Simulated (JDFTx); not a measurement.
Runs of JDFTx 1.7.0 (patched build) on Li. The structure is cubic, space group Im-3m (No. 229). The conventional cell has a = 3.509 Å, b = 3.509 Å, c = 3.509 Å, α = 90.00°, β = 90.00°, γ = 90.00°. Around Li (site symmetry m-3m) lie 8 Li at 3.04 Å. 

| task | level | potentials or basis | cell | cutoff (eV) | SCF threshold on the energy | further solve for the empty bands | gap on the mesh (eV) | pressure (GPa) | V0 of scaled cells (Å³/atom) | relaxed volume (Å³/atom) | B0 (GPa) |
| --- | --- | --- | --- | --- | --- | --- | --- | --- | --- | --- | --- |
| equation of state | r2SCAN | SG15-PBE-1.2 | as given | 1088 | 1e-09 Ha | - | - | - | 21.34 | - | 13 |
| relaxation of cell and atoms | PBE+D3 | PseudoDojo-SR-PBE-0.5-standard | relaxed | 1007 | 1e-09 Ha | no | none | 0.0 | - | (b) | - |
| equation of state | RPBE | PseudoDojo-SR-PBE-0.5-standard | as given | 1007 | 1e-09 Ha | - | - | - | (a) | - | 13 |
| relaxation of cell and atoms | PBE | PseudoDojo-SR-PBE-0.5-standard | relaxed | 1007 | 1e-10 Ha | no | none | 0.0 | - | 20.26 | - |
| single point | PBE | PseudoDojo-SR-PBE-0.5-standard | as given | 1007 | 1e-08 Ha | yes | none | -0.8 | - | - | - |

Alike in all rows: no spin polarisation; k mesh 11 × 11 × 11; smearing fermi-dirac 0.05 eV.

Estimate the missing entries.

(a) 21.02; (b) 19.10.

Caveats: the potentials were made for another functional, which shifts forces and pressure (some runs); the plane waves are those of the starting cell, so after so large a change of volume the result is rough (some runs); the volume moved by -12 % from the deposited cell, more than functionals usually miss (some runs); pairwise dispersion overbinds metals, which lowers pressure and volume (some runs).

A k mesh can miss the band edges.

A gap of «none» marks a metal or a gap under the smearing width.

Not every run made on this cell is shown here.
